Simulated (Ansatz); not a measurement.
Computed with DFT PBE, scalar-relativistic, plane waves, PAW (Ansatz). Settings: cutoff 420 eV, Γ-centred meshes spaced at most about 0.3 Å⁻¹, and about 0.25 Å⁻¹ or finer for metals (2π included), Gaussian smearing. No spin polarisation.

Temperature and zero-point effects are left out.

Compare these two cells of Al4P, each relaxed at this level.

A. Space group I4/mmm (No. 139), tetragonal, a = 6.057 Å, c = 5.672 Å. Al has 1 P at 2.40 Å, 2 Al at 2.66 Å and 2 Al at 2.88 Å; around P lie 4 Al at 2.40 Å.

B. Space group Im-3m (No. 229), cubic, a = 5.788 Å. Around Al lie 2 P at 2.51 Å and 6 Al at 2.89 Å; around P lie 8 Al at 2.51 Å.

Question: Which would you expect to be lower, and how large is the difference?

Answer: B is lower, by 60 meV/atom. A has space group I4/mmm (No. 139), 20.8 Å³/atom and no gap on its mesh; B has space group Im-3m (No. 229), 19.4 Å³/atom and no gap. Counting Al atoms around P (those within 1.25 times the shortest such distance or 1.15 times the sum of covalent radii, 1.27 where that leaves under three), A has P 4 and B has P 8. The denser one is the lower, and pressure would at first widen the difference. Even the lower one lies +0.28 eV/atom against the reference forms of the elements (uncorrected), so neither is stable at this level. Both come from invented guesses. The lowest form computed isn't among them: it has space group I4/mmm (No. 139), 18.8 Å³/atom and lies 119 meV/atom below the best shown.

Cells relaxed within their symmetry can be saddle points. Some structure types and database cells were kept out of the candidates from the start, so a known form may be missing.
